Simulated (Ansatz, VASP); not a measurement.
# Two plane-wave programs on AlRu

```
CELL_PARAMETERS angstrom
2.97812 0.00000 0.00000
0.00000 2.97812 0.00000
0.00000 0.00000 2.97812
ATOMIC_POSITIONS crystal
Al 0.00000 0.00000 0.00000
Ru 0.50000 0.50000 0.50000
```

Alike in both runs: functional r2SCAN; k mesh 14 × 14 × 14; occupations gaussian, width 0.1 eV; no spin polarisation.

Ansatz relaxed the structure, and its values are those at the end. VASP's run is a single point on that final structure, the one shown.

|  | VASP | Ansatz |
| --- | --- | --- |
| version | VASP 6.6.1 | Ansatz 0.2.0 |
| potentials or method | VASP PAW PBE potentials, release 64 (Al, Ru_pv) | scalar-relativistic, plane waves, PAW |
| plane-wave cutoff (eV) | 520 | 500 |
| valence electrons in the cell | 17 | 19 |

```tsv
	VASP	Ansatz	Ansatz less VASP
gap on the k mesh at the Fermi level (eV)	none	none	-
pressure (GPa)	1.1	1.0	-0.14
```

A gap of «none» marks a metal or a gap that the smearing closes. The two sets of potentials don't hold the same shells in valence.

Caveats: the PAW data sets were made with another functional, which shifts forces and pressure a little (VASP).
